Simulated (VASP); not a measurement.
# Si in VASP: one cell, several levels of theory

Si (diamond), under +3.0 % biaxial strain in x and y, free along z is computed at one geometry. Runs: PBE, r2SCAN.

The runs shown are made with VASP 6.6.1. PAW datasets, plane waves. Calculated at 0 K for a non-magnetic cell.

## Step 1: The cell

The cell comes from an earlier relaxation with r2SCAN in another program, then strained, with the atoms relaxed again.

It is tetragonal, I4_1/amd (No. 141); a = 3.965 Å, c = 5.324 Å in the conventional setting, 20.93 Å³ an atom. Si has 4 Si at 2.39 Å.

The structure in full:

```
CELL_PARAMETERS angstrom
0.00000 2.80378 2.66189
2.80378 0.00000 2.66189
2.80378 2.80378 0.00000
ATOMIC_POSITIONS crystal
Si 0.00000 0.00000 0.00000
Si 0.25000 0.25000 0.25000
```

## Step 2: PBE at this geometry

The input, INCAR:

```
ENCUT = 520.000000
SIGMA = 0.020000
EDIFF = 1.00e-07
GGA = PE
PREC = Accurate
IBRION = -1
ISIF = 2
ISMEAR = -1
NBANDS = 11
NELM = 120
NSW = 0
LASPH = .TRUE.
LCHARG = .FALSE.
LWAVE = .FALSE.
LREAL = .FALSE.
```

The input, KPOINTS:

```
KPOINTS created by Atomic Simulation Environment
0
Gamma
8 8 8
0 0 0
```

The input, KPOINTS_OPT:

```
special points
7
Reciprocal
0.0000000000 0.0000000000 0.0000000000 1
0.5000000000 0.0000000000 0.5000000000 1
0.6250000000 0.2500000000 0.6250000000 1
0.3750000000 0.3750000000 0.7500000000 1
0.5000000000 0.5000000000 0.5000000000 1
0.5000000000 0.2500000000 0.7500000000 1
0.4114580000 0.4114580000 0.0000000000 1
```

The input, POSCAR:

```
Si
 1.0000000000000000
     0.0000000000000000    2.8037824625000001    2.6618909388000001
     2.8037824625000001    0.0000000000000000    2.6618909388000001
     2.8037824625000001    2.8037824625000001    0.0000000000000000
 Si
   2
Cartesian
  0.0000000000000000  0.0000000000000000  0.0000000000000000
  1.4018912312500000  1.4018912312500000  1.3309454694000002
```

The run uses the recommended PBE PAW datasets (8 valence electrons a neutral cell).

Launch:

```bash
$ mpirun -np 1 vasp_std
```

Standard output, without the iteration lines:

```text
POSCAR found type information on POSCAR Si
 POSCAR found :  1 types and       2 ions
 LDA part: xc-table for (Slater+PW92), standard interpolation
 POSCAR, INCAR and KPOINTS ok, starting setup
 FFT: planning ... GRIDC
 FFT: planning ... GRID_SOFT
 FFT: planning ... GRID
 WAVECAR not read
 entering main loop
 Start KPOINTS_OPT (optional k-point list driver)
k-point batch [1-7\7]
```

OSZICAR:

```text
N       E                     dE             d eps       ncg     rms          rms(c)
DAV:   1     0.669386173191E+01    0.66939E+01   -0.31324E+03  1298   0.557E+02
DAV:   2    -0.104050120054E+02   -0.17099E+02   -0.16243E+02  1658   0.834E+01
DAV:   3    -0.109699287702E+02   -0.56492E+00   -0.56356E+00  1637   0.129E+01
DAV:   4    -0.109744331559E+02   -0.45044E-02   -0.45038E-02  1597   0.145E+00
DAV:   5    -0.109744786748E+02   -0.45519E-04   -0.45518E-04  1610   0.137E-01    0.460E+00
DAV:   6    -0.108676795718E+02    0.10680E+00   -0.58477E-02  1477   0.995E-01    0.279E+00
DAV:   7    -0.108172111430E+02    0.50468E-01   -0.11708E-01  1483   0.152E+00    0.152E-01
DAV:   8    -0.108184941748E+02   -0.12830E-02   -0.54464E-03  1475   0.394E-01    0.777E-02
DAV:   9    -0.108187114054E+02   -0.21723E-03   -0.21583E-04  1603   0.883E-02    0.564E-02
DAV:  10    -0.108187341959E+02   -0.22791E-04   -0.19737E-05  1547   0.257E-02    0.459E-03
DAV:  11    -0.108187349959E+02   -0.79998E-06   -0.20025E-06  1594   0.734E-03    0.295E-03
DAV:  12    -0.108187351440E+02   -0.14812E-06   -0.43792E-07  1476   0.409E-03    0.162E-03
DAV:  13    -0.108187351869E+02   -0.42910E-07   -0.37882E-09   958   0.427E-04
   1 F= -.10818735E+02 E0= -.10818724E+02  d E =-.219818E-04
       N       E                     dE             ncg
DAV:   1     0.984511935603E+03   -0.14742E+04      154
DAV:   2     0.865604324918E+03   -0.11891E+03      213
DAV:   3     0.862068115295E+03   -0.35362E+01      211
DAV:   4     0.862049605833E+03   -0.18509E-01      208
DAV:   5     0.862049483597E+03   -0.12224E-03      200
DAV:   6     0.862049482118E+03   -0.14797E-05      205
DAV:   7     0.862049482094E+03   -0.23604E-07      203
```

The lines after F= are the extra pass for the points of KPOINTS_OPT, at fixed density; their E is not a total energy.

OUTCAR, selected sections:

```text
k-points           NKPTS =     59   k-points in BZ     NKDIM =     59   number of bands    NBANDS=     11

   NELECT =       8.0000    total number of electrons

   dimension x,y,z NGX =    30 NGY =   30 NGZ =   30
   dimension x,y,z NGXF=    60 NGYF=   60 NGZF=   60

  energy-cutoff  :      520.00
  volume of cell :       41.85
      direct lattice vectors                 reciprocal lattice vectors
     0.000000000  2.803782463  2.661890939    -0.178330526  0.178330526  0.187836396
     2.803782463  0.000000000  2.661890939     0.178330526 -0.178330526  0.187836396
     2.803782463  2.803782463  0.000000000     0.178330526  0.178330526 -0.187836396

 k-points in reciprocal lattice and weights: KPOINTS created by Atomic Simulation Env
   0.00000000  0.00000000  0.00000000       0.002
   0.12500000 -0.00000000  0.00000000       0.016
   0.25000000 -0.00000000  0.00000000       0.016
   0.37500000 -0.00000000  0.00000000       0.016
   0.50000000 -0.00000000  0.00000000       0.008
   0.12500000  0.12500000  0.00000000       0.004
   0.25000000  0.12500000  0.00000000       0.016
   0.37500000  0.12500000  0.00000000       0.016
[... 51 more k-points ...]

 E-fermi :   5.6898

 k-point     1 :       0.0000    0.0000    0.0000
  band No.  band energies     occupation
      1      -6.2665      2.00000
      2       5.2818      2.00000
      3       5.2818      2.00000
      4       5.6195      1.94241
      5       7.8190      0.00000
      6       8.0163      0.00000
      7       8.0163      0.00000
      8       8.2321      0.00000
      9      12.6437      0.00000
     10      13.1809      0.00000
     11      13.5020      0.00000

 k-point     2 :       0.1250   -0.0000    0.0000
  band No.  band energies     occupation
      1      -6.0698      2.00000
      2       3.7996      2.00000
      3       4.9852      2.00000
      4       5.2598      2.00000
      5       7.7216      0.00000
      6       8.3253      0.00000
      7       8.4038      0.00000
      8       9.7167      0.00000
      9      12.2822      0.00000
     10      12.9358      0.00000
     11      13.9504      0.00000

 k-point     3 :       0.2500   -0.0000    0.0000
  band No.  band energies     occupation
      1      -5.4968      2.00000
      2       1.5471      2.00000
      3       4.4880      2.00000
      4       4.8408      2.00000
      5       7.2185      0.00000
      6       8.8012      0.00000
      7       8.9492      0.00000
      8      11.9098      0.00000
      9      12.4829      0.00000
     10      12.6823      0.00000
     11      14.3324      0.00000

 k-point     4 :       0.3750   -0.0000    0.0000
  band No.  band energies     occupation
      1      -4.6419      2.00000
      2      -0.3980      2.00000
      3       4.1331      2.00000
      4       4.5570      2.00000
      5       6.8349      0.00000
      6       8.6811      0.00000
      7       9.0782      0.00000
      8      13.1988      0.00000
      9      13.6443      0.00000
     10      14.0318      0.00000
     11      14.8383      0.00000

 k-point     5 :       0.5000   -0.0000    0.0000
  band No.  band energies     occupation
      1      -4.0411      2.00000
      2      -1.3708      2.00000
      3       4.0096      2.00000
      4       4.4611      2.00000
      5       6.6984      0.00000
      6       8.5662      0.00000
      7       9.0248      0.00000
      8      13.0907      0.00000
      9      15.4877      0.00000
     10      15.8544      0.00000
     11      16.1263      0.00000

 k-point     6 :       0.1250    0.1250    0.0000
  band No.  band energies     occupation
      1      -5.9878      2.00000
      2       4.2023      2.00000
      3       4.4934      2.00000
      4       4.4934      2.00000
      5       7.2220      0.00000
      6       9.0962      0.00000
      7       9.0962      0.00000
      8       9.3956      0.00000
      9      12.4443      0.00000
     10      12.9576      0.00000
     11      14.3417      0.00000

 k-point     7 :       0.2500    0.1250    0.0000
  band No.  band energies     occupation
      1      -5.5219      2.00000
      2       2.2165      2.00000
      3       3.9682      2.00000
      4       4.2595      2.00000
      5       7.2918      0.00000
      6       8.9413      0.00000
      7       9.7546      0.00000
      8      10.2791      0.00000
      9      12.9474      0.00000
     10      13.3181      0.00000
     11      15.2334      0.00000

[... the tables of k-points 8 to 59 left out ...]

  Total       -0.9322351     -0.9322351      0.2636529      0.0000000      0.0000000      0.0000000
  in kB      -35.6884056    -35.6884056     10.0933231      0.0000000      0.0000000      0.0000000
  external PRESSURE =     -20.4278294 kB  Pullay stress =       0.0000000 kB

 POSITION                                       TOTAL-FORCE (eV/Angst)
 -----------------------------------------------------------------------------------
      0.00000      0.00000      0.00000        -0.000000     -0.000000      0.000000
      1.40189      1.40189      1.33095         0.000000      0.000000      0.000000
 -----------------------------------------------------------------------------------
    total drift:                               -0.000000     -0.000000     -0.000000

  FREE ENERGIE OF THE ION-ELECTRON SYSTEM (eV)
  ---------------------------------------------------
  free  energy   TOTEN  =       -10.8187351869 eV

  energy  without entropy=      -10.8187132051  energy(sigma->0) =      -10.81872420
```

Wall time 31 s (1 MPI rank of Intel Xeon Platinum 8488C, shared host); peak memory 0.18 GiB.

The levels at the points of KPOINTS_OPT are read from vasprun.xml.

Band energies at the special points (eV, zero at the top of v, the last band that the electrons fill by count):

```
point    v−1      v     c   c+1
    Γ  -0.34   0.00  2.20  2.40
    X  -2.83  -2.83  0.71  0.71
    U  -4.33  -2.42  1.19  4.10
    K  -4.29  -2.80  0.76  3.43
    L  -1.61  -1.16  1.08  2.95
    W  -3.87  -3.87  3.76  3.76
```

PBE gives an indirect gap of 0.12 eV, from Γ to (0.41, 0.41, 0.00); the least direct gap is 2.20 eV. The pressure is -2.04 GPa; the forces vanish within 0.01 eV/Å.

## Step 3: r2SCAN

The input, INCAR:

```
ENCUT = 520.000000
SIGMA = 0.020000
EDIFF = 1.00e-07
ALGO = Normal
METAGGA = R2SCAN
PREC = Accurate
IBRION = -1
ISIF = 2
ISMEAR = -1
NBANDS = 11
NELM = 120
NSW = 0
LASPH = .TRUE.
LCHARG = .TRUE.
LELF = .TRUE.
LWAVE = .FALSE.
LREAL = .FALSE.
```

KPOINTS is that of step 2.

KPOINTS_OPT is that of step 2.

POSCAR is that of step 2.

Launch:

```bash
$ mpirun -np 1 vasp_std
```

Standard output, without the iteration lines:

```text
POSCAR found type information on POSCAR Si
 POSCAR found :  1 types and       2 ions
 -----------------------------------------------------------------------------
|                                                                             |
|                                                                             |
|     You enforced a specific xc type in the INCAR file but a different       |
|     I HOPE YOU KNOW WHAT YOU ARE DOING!                                     |
|                                                                             |
 -----------------------------------------------------------------------------

 LDA part: xc-table for (None), standard interpolation
 POSCAR, INCAR and KPOINTS ok, starting setup
 FFT: planning ... GRIDC
 FFT: planning ... GRID_SOFT
 FFT: planning ... GRID
 WAVECAR not read
 entering main loop
 Start KPOINTS_OPT (optional k-point list driver)
k-point batch [1-7\7]
```

OSZICAR:

```text
N       E                     dE             d eps       ncg     rms          rms(c)
DAV:   1    -0.641611454979E+00   -0.64161E+00   -0.32379E+03  1298   0.575E+02
DAV:   2    -0.181066527618E+02   -0.17465E+02   -0.16599E+02  1655   0.857E+01
DAV:   3    -0.186723299994E+02   -0.56568E+00   -0.56421E+00  1634   0.131E+01
DAV:   4    -0.186765613129E+02   -0.42313E-02   -0.42307E-02  1589   0.143E+00
DAV:   5    -0.186766016515E+02   -0.40339E-04   -0.40338E-04  1610   0.132E-01    0.572E+00
DAV:   6    -0.175048960269E+02    0.11717E+01   -0.12414E-01  1474   0.207E+00    0.390E+00
DAV:   7    -0.175060265675E+02   -0.11305E-02   -0.13228E-01  1411   0.177E+00    0.288E-01
DAV:   8    -0.175052701286E+02    0.75644E-03   -0.53807E-03  1442   0.404E-01    0.384E-01
DAV:   9    -0.175053787052E+02   -0.10858E-03   -0.34832E-04  1578   0.145E-01    0.608E-02
DAV:  10    -0.175053987912E+02   -0.20086E-04   -0.98543E-06  1516   0.243E-02    0.173E-02
DAV:  11    -0.175054009422E+02   -0.21509E-05   -0.16311E-06  1498   0.826E-03    0.315E-03
DAV:  12    -0.175054010774E+02   -0.13520E-06   -0.93842E-08  1094   0.183E-03    0.569E-04
DAV:  13    -0.175054009060E+02    0.17131E-06   -0.69058E-09   838   0.600E-04    0.164E-04
DAV:  14    -0.175054008322E+02    0.73797E-07   -0.11507E-09   772   0.263E-04
   1 F= -.17505401E+02 E0= -.17505400E+02  d E =-.753974E-06
       N       E                     dE             ncg
DAV:   1     0.973364482664E+03   -0.14853E+04      154
DAV:   2     0.847597218125E+03   -0.12577E+03      221
DAV:   3     0.844186904475E+03   -0.34103E+01      211
DAV:   4     0.844170367803E+03   -0.16537E-01      208
DAV:   5     0.844170262704E+03   -0.10510E-03      200
DAV:   6     0.844170261409E+03   -0.12947E-05      205
DAV:   7     0.844170261390E+03   -0.18966E-07      195
```

Parts of OUTCAR:

```text
k-points           NKPTS =     59   k-points in BZ     NKDIM =     59   number of bands    NBANDS=     11

   NELECT =       8.0000    total number of electrons

   dimension x,y,z NGX =    30 NGY =   30 NGZ =   30
   dimension x,y,z NGXF=    60 NGYF=   60 NGZF=   60

  energy-cutoff  :      520.00
  volume of cell :       41.85
      direct lattice vectors                 reciprocal lattice vectors
     0.000000000  2.803782463  2.661890939    -0.178330526  0.178330526  0.187836396
     2.803782463  0.000000000  2.661890939     0.178330526 -0.178330526  0.187836396
     2.803782463  2.803782463  0.000000000     0.178330526  0.178330526 -0.187836396

 k-points in reciprocal lattice and weights: KPOINTS created by Atomic Simulation Env
   0.00000000  0.00000000  0.00000000       0.002
   0.12500000 -0.00000000  0.00000000       0.016
   0.25000000 -0.00000000  0.00000000       0.016
   0.37500000 -0.00000000  0.00000000       0.016
   0.50000000 -0.00000000  0.00000000       0.008
   0.12500000  0.12500000  0.00000000       0.004
   0.25000000  0.12500000  0.00000000       0.016
   0.37500000  0.12500000  0.00000000       0.016
[... 51 more k-points ...]

 E-fermi :   5.6940

 k-point     1 :       0.0000    0.0000    0.0000
  band No.  band energies     occupation
      1      -6.9155      2.00000
      2       5.1830      2.00000
      3       5.1830      2.00000
      4       5.5437      1.99891
      5       7.9046      0.00000
      6       8.1234      0.00000
      7       8.1234      0.00000
      8       8.7168      0.00000
      9      12.9417      0.00000
     10      13.8039      0.00000
     11      13.8381      0.00000

 k-point     2 :       0.1250   -0.0000    0.0000
  band No.  band energies     occupation
      1      -6.7083      2.00000
      2       3.6729      2.00000
      3       4.8692      2.00000
      4       5.1625      2.00000
      5       7.9204      0.00000
      6       8.4607      0.00000
      7       8.5349      0.00000
      8      10.1366      0.00000
      9      12.5869      0.00000
     10      13.2735      0.00000
     11      14.5780      0.00000

 k-point     3 :       0.2500   -0.0000    0.0000
  band No.  band energies     occupation
      1      -6.1049      2.00000
      2       1.3145      2.00000
      3       4.3410      2.00000
      4       4.7156      2.00000
      5       7.4473      0.00000
      6       8.9600      0.00000
      7       9.1162      0.00000
      8      12.4068      0.00000
      9      12.8231      0.00000
     10      13.0425      0.00000
     11      14.9242      0.00000

 k-point     4 :       0.3750   -0.0000    0.0000
  band No.  band energies     occupation
      1      -5.2045      2.00000
      2      -0.7319      2.00000
      3       3.9627      2.00000
      4       4.4121      2.00000
      5       7.0643      0.00000
      6       8.8371      0.00000
      7       9.2545      0.00000
      8      13.7087      0.00000
      9      14.0738      0.00000
     10      14.4741      0.00000
     11      15.4822      0.00000

 k-point     5 :       0.5000   -0.0000    0.0000
  band No.  band energies     occupation
      1      -4.5721      2.00000
      2      -1.7559      2.00000
      3       3.8309      2.00000
      4       4.3094      2.00000
      5       6.9263      0.00000
      6       8.7174      0.00000
      7       9.1989      0.00000
      8      13.5924      0.00000
      9      15.9921      0.00000
     10      16.4674      0.00000
     11      16.6642      0.00000

 k-point     6 :       0.1250    0.1250    0.0000
  band No.  band energies     occupation
      1      -6.6219      2.00000
      2       4.1320      2.00000
      3       4.3521      2.00000
      4       4.3521      2.00000
      5       7.3161      0.00000
      6       9.2712      0.00000
      7       9.2712      0.00000
      8       9.8220      0.00000
      9      12.8073      0.00000
     10      13.2752      0.00000
     11      14.9817      0.00000

 k-point     7 :       0.2500    0.1250    0.0000
  band No.  band energies     occupation
      1      -6.1312      2.00000
      2       2.0239      2.00000
      3       3.7958      2.00000
      4       4.1386      2.00000
      5       7.4066      0.00000
      6       9.2148      0.00000
      7       9.9732      0.00000
      8      10.5566      0.00000
      9      13.4528      0.00000
     10      13.6794      0.00000
     11      15.8677      0.00000

[... the tables of k-points 8 to 59 left out ...]

  Total       -1.3767012     -1.3767012     -0.0510662      0.0000000     -0.0000000      0.0000000
  in kB      -52.7037361    -52.7037361     -1.9549476      0.0000000     -0.0000000      0.0000000
  external PRESSURE =     -35.7874733 kB  Pullay stress =       0.0000000 kB

 POSITION                                       TOTAL-FORCE (eV/Angst)
 -----------------------------------------------------------------------------------
      0.00000      0.00000      0.00000         0.000000      0.000000      0.000000
      1.40189      1.40189      1.33095        -0.000000     -0.000000      0.000000
 -----------------------------------------------------------------------------------
    total drift:                               -0.000000     -0.000000     -0.000000

  FREE ENERGIE OF THE ION-ELECTRON SYSTEM (eV)
  ---------------------------------------------------
  free  energy   TOTEN  =       -17.5054008322 eV

  energy  without entropy=      -17.5054000783  energy(sigma->0) =      -17.50540046
```

It took 1.7 min on 1 MPI rank of Intel Xeon Platinum 8488C, shared host; peak memory 0.17 GiB.

The levels at the points of KPOINTS_OPT are read from vasprun.xml.

Levels at the named points, in eV from the top of band v (v: the last filled band by count, c: the next):

```
point    v−1      v     c   c+1
    Γ  -0.36   0.00  2.36  2.58
    X  -2.99  -2.99  0.91  0.91
    U  -4.53  -2.56  1.41  4.43
    K  -4.49  -2.97  0.95  3.73
    L  -1.71  -1.23  1.38  3.17
    W  -4.06  -4.06  4.07  4.07
```

The r2SCAN gap is 0.28 eV and indirect (Γ to (0.41, 0.41, 0.00)), with 2.36 eV as the least direct one. The pressure is -3.58 GPa; the forces vanish within 0.01 eV/Å.

Axes a, b and c in the maps are those of this run's conventional cell (a, b, c = 3.965, 3.965, 5.324 Å).

Density in a lattice plane of the grid's cell (edges 3.97 and 5.32 Å, at 0.000 of the third edge), which holds Si.

Ten even steps from ' ' (-0.18 e/Å³) to '@' (0.56 e/Å³):
```
::==##@@@@%%##**********##%%@@@@##==
**##%%@@@@@@@@%%######%%@@@@@@@@%%##
####%%@@@@@@@@%%##**##%%@@@@@@@@%%##
******##%%@@@@##==::==##@@@@%%##****
====++****####++..  ..++####****++==
----====++****++--::--++****++====--
--------==++**************++==------
::::------==++**######**++==------::
::::::----====++++**++++====----::::
::::::::------==========------::::::
::::::::----------------------::::::
::::::::::::--------------::::::::::
--------::::::::::::::::::::::------
------------::::::::::::::----------
======------::::::::::::::------====
**++++====----::::::::::----====++++
####**++==------::::::------==++**##
********++==--------------==++******
::--++****++====------====++****++--
  ..++####****++======++****####++..
```
Columns run along the first of these edges and rows up along the second, over one cell in 18 and 20 even steps from the bottom left corner. Atoms in the plane (fractional): Si at (0.00, 0.00), Si at (0.50, 0.75).

ELF in the same plane.

Ten even steps from '0' (0.01) to '9' (0.95):
```
126899987678999862
468999997679999986
679999986468999997
678999862126899987
557888630003688875
334566421112466543
112344444444444321
000124556665542100
000013456665431000
000001345554310000
000000122322100000
000000001110000000
110000000000000001
322100000000000122
554310000000001345
665431000000013456
665542100000124556
444444321112344444
112466543334566421
003688875557888630
```
Columns run along the first of these edges and rows up along the second, over one cell in 18 and 20 even steps from the bottom left corner. Atoms in the plane (fractional): Si at (0.00, 0.00), Si at (0.50, 0.75).

Both are smooth fields of the valence electrons: close to the nuclei they are not physical.

Maxima of ELF outside the ion cores: 0.95 on the Si–Si line, 1.1 Å from Si.

## Step 4: What came out

```
 level  gap (eV)  pressure (GPa)
   PBE      0.12           -2.04
r2SCAN      0.28           -3.58
```

What this shows: The gap spans 0.12 eV (PBE) to 0.28 eV (r2SCAN). At this one volume the pressure spans -3.6 GPa (r2SCAN) to -2.0 GPa (PBE): PBE wants the largest cell and r2SCAN the smallest.
